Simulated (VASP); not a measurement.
**GaAs: cell and properties under strain in the plane**

How does GaAs answer to strain in the plane, when the third axis is free? The starting structure is a measured crystal structure from the Crystallography Open Database. All runs use LDA. The equilibrium cell comes from relaxations that aren't shown. The strained plane is (001) of the cubic or hexagonal setting. Its Cartesian x and y axes are then stretched or squeezed alike, and the third axis is relaxed.

Main program and level: VASP 6.6.1; Kohn-Sham DFT with plane waves and PAW; LDA.

## Step 1: The starting structure

The structure is cubic, space group F-43m (No. 216). The conventional cell has a = 5.654 Å, b = 5.654 Å, c = 5.654 Å, α = 90.00°, β = 90.00°, γ = 90.00°. As has 4 Ga at 2.45 Å nearest. Nearest to Ga lie 4 As at 2.45 Å. Farther neighbours are not listed.

Coordinates:

```cif
data_structure
_symmetry_space_group_name_H-M 'F-43m'
_symmetry_Int_Tables_number 216
_cell_length_a 5.6537
_cell_length_b 5.6537
_cell_length_c 5.6537
_cell_angle_alpha 90.000
_cell_angle_beta 90.000
_cell_angle_gamma 90.000
_cell_volume 180.72
loop_
_atom_site_label
_atom_site_type_symbol
_atom_site_symmetry_multiplicity
_atom_site_Wyckoff_symbol
_atom_site_fract_x
_atom_site_fract_y
_atom_site_fract_z
_atom_site_occupancy
As1 As 4 c 0.25000 0.75000 0.75000 1
Ga1 Ga 4 a 0.00000 0.00000 0.00000 1
```

## Step 2: Relaxation at no strain

This run starts from the cell of an earlier relaxation, which isn't shown; the restart sets up the plane waves anew.

The input, INCAR:

```
SYSTEM = GaAs
PREC = Accurate
ENCUT = 500
EDIFF = 1E-07
NELM = 100
ISMEAR = 0
SIGMA = 0.03
LREAL = .FALSE.
ALGO = Normal
GGA = CA
NBANDS = 24
LORBIT = 11
LWAVE = .FALSE.
LCHARG = .FALSE.
KPAR = 8
IBRION = 2
NSW = 50
ISIF = 3
EDIFFG = -0.003
LATTICE_CONSTRAINTS = .FALSE. .FALSE. .TRUE.
```

The input, POSCAR:

```
GaAs
1.0
    3.9672125526      0.0000000000      0.0000000000
    0.0000000000      3.9672125526      0.0000000000
    0.0000000000      0.0000000000      5.6030249599
As Ga
2 2
Direct
    0.5000000000      0.0000000000      0.7500000000
    0.0000000000      0.5000000000      0.2500000000
    0.0000000000      0.0000000000      0.0000000000
    0.5000000000      0.5000000000      0.5000000000
```

The input, KPOINTS:

```
Automatic mesh
0
Gamma
6 6 4
0 0 0
```

Potentials, in the order of the species: As and Ga_d (LDA family, release 64).

Run with:

```console
> mpirun -np 8 vasp_std
```

Output:

```text
[banner, memory and clock lines left out]
running    8 mpi-ranks, on    1 nodes
 distrk:  each k-point on    1 cores,    8 groups
 distr:  one band on    1 cores,    1 groups

 POSCAR found type information on POSCAR AsGa
 POSCAR found :  2 types and       4 ions
|                                                                             |
|           W    W    AA    RRRRR   N    N  II  N    N   GGGG   !!!           |
|           W    W   A  A   R    R  NN   N  II  NN   N  G    G  !!!           |
|           W    W  A    A  R    R  N N  N  II  N N  N  G       !!!           |
|           W WW W  AAAAAA  RRRRR   N  N N  II  N  N N  G  GGG   !            |
|           WW  WW  A    A  R   R   N   NN  II  N   NN  G    G                |
|           W    W  A    A  R    R  N    N  II  N    N   GGGG   !!!           |
|                                                                             |
|     For optimal performance we recommend to set                             |
|       NCORE = 2 up to number-of-cores-per-socket                            |
|     NCORE specifies how many cores store one orbital (NPAR=cpu/NCORE).      |
|     This setting can greatly improve the performance of VASP for DFT.       |
|     The default, NCORE=1 might be grossly inefficient on modern             |
|     multi-core architectures or massively parallel machines. Do your        |
|     Unfortunately you need to use the default for GW and RPA                |
|     calculations (for HF NCORE is supported but not extensively tested      |
|     yet).                                                                   |
|                                                                             |

 LDA part: xc-table for (Slater(with rela. corr.)+CA(PZ))
 , standard interpolation
 POSCAR, INCAR and KPOINTS ok, starting setup
 FFT: planning ... GRIDC
 FFT: planning ... GRID_SOFT
 FFT: planning ... GRID
 WAVECAR not read
 entering main loop
       N       E                     dE             d eps       ncg     rms          rms(c)
DAV:   1     0.229341044222E+03    0.22934E+03   -0.17197E+04  1496   0.208E+03
DAV:   2     0.580379450217E+01   -0.22354E+03   -0.21749E+03  1576   0.448E+02
DAV:   3    -0.190654784122E+02   -0.24869E+02   -0.24744E+02  1768   0.119E+02
DAV:   4    -0.197207697474E+02   -0.65529E+00   -0.65497E+00  1576   0.215E+01
DAV:   5    -0.197364648736E+02   -0.15695E-01   -0.15692E-01  1832   0.300E+00    0.435E+00
DAV:   6    -0.193543869185E+02    0.38208E+00   -0.56740E-01  2064   0.110E+01    0.247E+00
DAV:   7    -0.192700419105E+02    0.84345E-01   -0.26373E-01  1800   0.297E+00    0.705E-01
DAV:   8    -0.192650575728E+02    0.49843E-02   -0.38830E-02  1744   0.255E+00    0.183E-01
DAV:   9    -0.192648039320E+02    0.25364E-03   -0.42083E-03  1920   0.110E+00    0.663E-02
DAV:  10    -0.192648016053E+02    0.23268E-05   -0.42701E-04  1776   0.180E-01    0.264E-02
DAV:  11    -0.192648146398E+02   -0.13035E-04   -0.64048E-05  2056   0.898E-02    0.996E-03
DAV:  12    -0.192648119739E+02    0.26659E-05   -0.15662E-05  1712   0.450E-02    0.708E-03
DAV:  13    -0.192648122990E+02   -0.32512E-06   -0.47061E-06  1752   0.968E-03    0.689E-03
DAV:  14    -0.192648119124E+02    0.38666E-06   -0.13352E-06  1408   0.792E-03    0.846E-04
DAV:  15    -0.192648119208E+02   -0.84856E-08   -0.10438E-07  1016   0.166E-03
   1 F= -.19264812E+02 E0= -.19264812E+02  d E =-.192648E+02
 curvature:   0.00 expect dE= 0.000E+00 dE for cont linesearch  0.000E+00
 trial: gam= 0.00000 g(F)=  0.470E-58 g(S)=  0.673E-06 ort = 0.000E+00 (trialstep = 0.100E+01)
 search vector abs. value=  0.673E-06
 reached required accuracy - stopping structural energy minimisation
```

Run time: 9.4 s. Hardware: 8 MPI ranks of Intel Xeon Platinum 8259CL at 2.50GHz (Skylake/Cascade Lake), shared host; peak memory 1.6 GiB.

The logs omit lines about the potential files and the build; timing stands in the text.

Parts of OUTCAR (step 2):

```text
ion  position               nearest neighbor table
   1  0.500  0.000  0.750-   3 2.43   4 2.43   4 2.43   3 2.43
   2  0.000  0.500  0.250-   3 2.43   4 2.43   3 2.43   4 2.43
   3  0.000  0.000  0.000-   1 2.43   2 2.43   2 2.43   1 2.43
   4  0.500  0.500  0.500-   1 2.43   2 2.43   1 2.43   2 2.43

  LATTYP: Found a simple tetragonal cell.
 ALAT       =     3.9672125526
 C/A-ratio  =     1.4123329380

 Subroutine GETGRP returns: Found  8 space group operations
 (whereof  8 operations were pure point group operations)

The static configuration has the point symmetry D_2d.

 Found     30 irreducible k-points:

   k-points           NKPTS =     30   k-points in BZ     NKDIM =     30   number of bands    NBANDS=     24

   dimension x,y,z NGX =    30 NGY =   30 NGZ =   42
   dimension x,y,z NGXF=    60 NGYF=   60 NGZF=   84

   ENCUT  =  500.0 eV  36.75 Ry    6.06 a.u.   7.23  7.23 10.22*2*pi/ulx,y,z

   NELECT =      36.0000    total number of electrons

 k-points in reciprocal lattice and weights: Automatic mesh
   0.00000000  0.00000000  0.00000000       0.007
   0.16666667  0.00000000  0.00000000       0.028
   0.33333333  0.00000000  0.00000000       0.028
   0.50000000  0.00000000  0.00000000       0.014
   0.16666667  0.16666667  0.00000000       0.028
   0.33333333  0.16666667  0.00000000       0.056
   0.50000000  0.16666667  0.00000000       0.028
   0.33333333  0.33333333  0.00000000       0.028
   0.50000000  0.33333333  0.00000000       0.028
[...]
0.50000000  0.33333333  0.50000000       0.028
   0.50000000  0.50000000  0.50000000       0.007

 average (electrostatic) potential at core
       1 -53.5682       2 -53.5682       3 -67.3214       4 -67.3214

 E-fermi :   4.2228

 k-point     1 :       0.0000    0.0000    0.0000
  band No.  band energies     occupation
    ...
     14       1.2558      2.00000
     15       1.2558      2.00000
     16       4.0369      2.00000
     17       4.0369      2.00000
     18       4.0427      2.00000
     19       4.5539      0.00000
     20       5.3289      0.00000
     21       5.5673      0.00000
     22       7.7136      0.00000
     23       7.7177      0.00000
    ...

 k-point     2 :       0.1667    0.0000    0.0000
  band No.  band energies     occupation
    ...
     14       0.4281      2.00000
     15       1.4527      2.00000
     16       1.9408      2.00000
     17       3.3210      2.00000
     18       3.9163      2.00000
     19       5.6306      0.00000
     20       5.9317      0.00000
     21       7.1431      0.00000
     22       7.8029      0.00000
     23       7.9333      0.00000
    ...

 k-point     3 :       0.3333    0.0000    0.0000
  band No.  band energies     occupation
    ...
     14      -0.1674      2.00000
     15      -0.0936      2.00000
     16       1.8519      2.00000
     17       2.0020      2.00000
     18       3.4868      2.00000
     19       6.1615      0.00000
     20       6.6158      0.00000
     21       8.4810      0.00000
     22       8.5846      0.00000
     23       9.6431      0.00000
    ...

  Total        0.0813350      0.0813350     -0.0074690      0.0000000      0.0000000      0.0000000
  in kB        1.4777274      1.4777274     -0.1357008      0.0000000      0.0000000      0.0000000
  external PRESSURE =       0.9399180 kB  Pullay stress =       0.0000000 kB

  energy-cutoff  :      500.00
  volume of cell :       88.18
      direct lattice vectors                 reciprocal lattice vectors
     3.967212553  0.000000000  0.000000000     0.252066151  0.000000000  0.000000000
     0.000000000  3.967212553  0.000000000     0.000000000  0.252066151  0.000000000
     0.000000000  0.000000000  5.603024960     0.000000000  0.000000000  0.178475021

 POSITION                                       TOTAL-FORCE (eV/Angst)
 -----------------------------------------------------------------------------------
      1.98361      0.00000      4.20227        -0.000000      0.000000      0.000000
      0.00000      1.98361      1.40076        -0.000000      0.000000      0.000000
      0.00000      0.00000      0.00000         0.000000     -0.000000      0.000000
      1.98361      1.98361      2.80151        -0.000000      0.000000     -0.000000
 -----------------------------------------------------------------------------------
    total drift:                                0.000000      0.000000      0.000000

  FREE ENERGIE OF THE ION-ELECTRON SYSTEM (eV)
  ---------------------------------------------------
  free  energy   TOTEN  =       -19.2648119208 eV

  energy  without entropy=      -19.2648119208  energy(sigma->0) =      -19.26481192

 reached required accuracy - stopping structural energy minimisation

 total charge
# of ion       s       p       d       tot
------------------------------------------
    1        1.215   1.613   0.033   2.861
    2        1.215   1.613   0.033   2.861
    3        0.893   0.831   9.998  11.722
    4        0.893   0.831   9.998  11.722
--------------------------------------------------
tot          4.216   4.889  20.061  29.166

[... 3 further parts left out ...]
```

The run keeps the 8 symmetry operations of its start, so it cannot find a distortion of lower symmetry.

No strain: 22.046 Å³ an atom and a mean stress of 0.09 GPa, with a third cell vector of 5.603 Å, and 0.511 eV of gap on the mesh.

## Step 3: Relaxation at -2 % along x and y

This run starts from the cell of an earlier relaxation, which isn't shown; the restart sets up the plane waves anew.

INCAR is that of step 2.

The input, POSCAR:

```
GaAs
1.0
    3.8878683015      0.0000000000      0.0000000000
    0.0000000000      3.8878683015      0.0000000000
    0.0000000000      0.0000000000      5.7022833819
As Ga
2 2
Direct
    0.5000000000      0.0000000000      0.7500000000
    0.0000000000      0.5000000000      0.2500000000
    0.0000000000      0.0000000000      0.0000000000
    0.5000000000      0.5000000000      0.5000000000
```

KPOINTS is that of step 2.

Run with:

```console
> mpirun -np 8 vasp_std
```

Output:

```text
[banner, memory and clock lines left out]
running    8 mpi-ranks, on    1 nodes
[...]
[... a notice as in an earlier step ...]

 LDA part: xc-table for (Slater(with rela. corr.)+CA(PZ))
 , standard interpolation
 POSCAR, INCAR and KPOINTS ok, starting setup
[...]
entering main loop
       N       E                     dE             d eps       ncg     rms          rms(c)
DAV:   1     0.231589177561E+03    0.23159E+03   -0.17249E+04  1472   0.207E+03
DAV:   2     0.532308925697E+01   -0.22627E+03   -0.22013E+03  1624   0.444E+02
DAV:   3    -0.190557750172E+02   -0.24379E+02   -0.24199E+02  1744   0.118E+02
DAV:   4    -0.197101273501E+02   -0.65435E+00   -0.65401E+00  1640   0.215E+01
[...]
DAV:  13    -0.192330325200E+02   -0.24683E-06   -0.34691E-06  1744   0.834E-03    0.603E-03
DAV:  14    -0.192330322467E+02    0.27332E-06   -0.92748E-07  1440   0.720E-03    0.659E-04
DAV:  15    -0.192330322527E+02   -0.60008E-08   -0.70911E-08   920   0.151E-03
   1 F= -.19233032E+02 E0= -.19233032E+02  d E =-.192330E+02
[...]
N       E                     dE             d eps       ncg     rms          rms(c)
DAV:   1    -0.192330426941E+02   -0.10447E-04   -0.15192E-04  1920   0.168E-01    0.188E-02
DAV:   2    -0.192330362137E+02    0.64803E-05   -0.21409E-05  1808   0.748E-02    0.943E-03
DAV:   3    -0.192330339346E+02    0.22791E-05   -0.24618E-06  2048   0.238E-02    0.221E-03
DAV:   4    -0.192330337865E+02    0.14809E-06   -0.66885E-07  1528   0.865E-03    0.400E-04
DAV:   5    -0.192330337807E+02    0.58244E-08   -0.40834E-08   888   0.213E-03
   2 F= -.19233034E+02 E0= -.19233034E+02  d E =-.152800E-05
 trial-energy change:   -0.000002  1 .order   -0.000001   -0.000002   -0.000000
 step:   1.0067(harm=  1.0188)  dis= 0.00000  next Energy=   -19.233034 (dE=-0.153E-05)
 reached required accuracy - stopping structural energy minimisation
```

The job ended after 12 s (8 MPI ranks; peak memory 1.6 GiB; 89 s of CPU time).

From OUTCAR (step 3):

```text
  Total        1.5003143      1.5003143      0.0002318      0.0000000      0.0000000      0.0000000
  in kB       27.8840071     27.8840071      0.0043072      0.0000000      0.0000000      0.0000000
  external PRESSURE =      18.5907738 kB  Pullay stress =       0.0000000 kB

 POSITION                                       TOTAL-FORCE (eV/Angst)
 -----------------------------------------------------------------------------------
      1.94393      0.00000      4.27736         0.000000      0.000000     -0.000000
      0.00000      1.94393      1.42579         0.000000      0.000000     -0.000000
      3.88787      3.88787      0.00000        -0.000000     -0.000000     -0.000000
      1.94393      1.94393      2.85157         0.000000     -0.000000      0.000000
 -----------------------------------------------------------------------------------
    total drift:                                0.000000      0.000000      0.000000

  FREE ENERGIE OF THE ION-ELECTRON SYSTEM (eV)
  ---------------------------------------------------
  free  energy   TOTEN  =       -19.2330337807 eV

  energy  without entropy=      -19.2330337807  energy(sigma->0) =      -19.23303378

[... 2 parts as in an earlier step ...]

[... 2 further parts left out ...]
[key lines of the parts left out:]
E-fermi :   4.5085
```

-2 % along x and y: 21.552 Å³ an atom and a mean stress of 1.86 GPa, with a third cell vector of 5.703 Å, and 0.601 eV of gap on the mesh.

## Step 4: Relaxation at +2 % along x and y

This run starts from the cell of an earlier relaxation, which isn't shown; the restart sets up the plane waves anew.

INCAR is that of step 3.

The input, POSCAR:

```
GaAs
1.0
    4.0465568037      0.0000000000      0.0000000000
    0.0000000000      4.0465568037      0.0000000000
    0.0000000000      0.0000000000      5.4993861755
As Ga
2 2
Direct
    0.5000000000      0.0000000000      0.7500000000
    0.0000000000      0.5000000000      0.2500000000
    0.0000000000      0.0000000000      0.0000000000
    0.5000000000      0.5000000000      0.5000000000
```

KPOINTS is that of step 3.

Run with:

```console
> mpirun -np 8 vasp_std
```

Output:

```text
[... set-up lines as in an earlier step ...]
 entering main loop
       N       E                     dE             d eps       ncg     rms          rms(c)
DAV:   1     0.232381262204E+03    0.23238E+03   -0.17180E+04  1464   0.204E+03
DAV:   2     0.578778573333E+01   -0.22659E+03   -0.22084E+03  1616   0.450E+02
DAV:   3    -0.190366416585E+02   -0.24824E+02   -0.24577E+02  1824   0.118E+02
DAV:   4    -0.196858630292E+02   -0.64922E+00   -0.64889E+00  1704   0.215E+01
[...]
DAV:  13    -0.192428890350E+02   -0.24720E-06   -0.50214E-06  1776   0.111E-02    0.596E-03
DAV:  14    -0.192428886737E+02    0.36136E-06   -0.13553E-06  1544   0.908E-03    0.948E-04
DAV:  15    -0.192428886811E+02   -0.74824E-08   -0.99550E-08   968   0.165E-03
   1 F= -.19242889E+02 E0= -.19242889E+02  d E =-.192429E+02
[...]
reached required accuracy - stopping structural energy minimisation
```

Wall time 9.2 s (8 MPI ranks); peak memory 1.6 GiB.

OUTCAR, selected parts (step 4):

```text
  Total       -1.1964054     -1.1964054     -0.0114561      0.0000000      0.0000000      0.0000000
  in kB      -21.2864604    -21.2864604     -0.2038262      0.0000000      0.0000000      0.0000000
  external PRESSURE =     -14.2589157 kB  Pullay stress =       0.0000000 kB

 POSITION                                       TOTAL-FORCE (eV/Angst)
 -----------------------------------------------------------------------------------
      2.02328      0.00000      4.12454         0.000000     -0.000000      0.000000
      0.00000      2.02328      1.37485         0.000000     -0.000000      0.000000
      0.00000      0.00000      0.00000         0.000000      0.000000      0.000000
      2.02328      2.02328      2.74969        -0.000000      0.000000      0.000000
 -----------------------------------------------------------------------------------
    total drift:                                0.000000      0.000000      0.000000

  FREE ENERGIE OF THE ION-ELECTRON SYSTEM (eV)
  ---------------------------------------------------
  free  energy   TOTEN  =       -19.2428886811 eV

  energy  without entropy=      -19.2428886789  energy(sigma->0) =      -19.24288868

[... 2 parts as in an earlier step ...]

[... 2 further parts left out ...]
[key lines of the parts left out:]
E-fermi :   4.0790
```

+2 % along x and y: 22.513 Å³ an atom and a mean stress of -1.43 GPa, with a third cell vector of 5.499 Å, and 0.204 eV of gap on the mesh.

(Part 1 of 2 ends here.)

[Lines on the potential files, build, host, timing and source positions are cut from VASP's logs without a mark.]

[Logs are printed without paths, hosts, clocks, repeated set-up lines and the standing remarks that a program may print on its own settings, such as how far it seeks lower states.]

[Hosts, paths, dates, database ids (printed as entryN), source tags and the programs' standing remarks are cut or masked in the printed files.]
